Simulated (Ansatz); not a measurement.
As, 2 atoms in the cell. The structure is trigonal, space group R-3m (No. 166). The conventional cell has a = 3.762 Å, b = 3.762 Å, c = 10.542 Å, α = 90.00°, β = 90.00°, γ = 120.00°. Around As (site symmetry 3m) lie 3 As at 2.51 Å. 

- Program: Ansatz 0.2.0
- Task: single point
- Functional: r2SCAN0 form with a typed share of exact exchange
- Potentials or basis: Ansatz PAW
- Cutoff: 500 eV (not typed: the program's choice for these potentials)
- k mesh: 5 × 5 × 5
- Occupations: fermi-dirac, width 0.05 eV
- Spin: no spin polarisation
- Share of exact exchange: 0.1

Potentials or basis: Ansatz PAW.

The run is started by

```sh
$ ansatz run input.yaml --threads 2 --pin off --max-ram 5632MiB --backend cpu --events-out ev --progress --plain --runs-dir out
```

Hardware: 2 threads of Arm Neoverse V1 (shared host).

Q: Estimate the wall time of this run.

A: It took 23 s on 2 threads of Arm Neoverse V1, with other jobs on the host, peak memory 1 GiB. Counts: scf iterations 15, plane waves 1111, k points 19, bands 19.
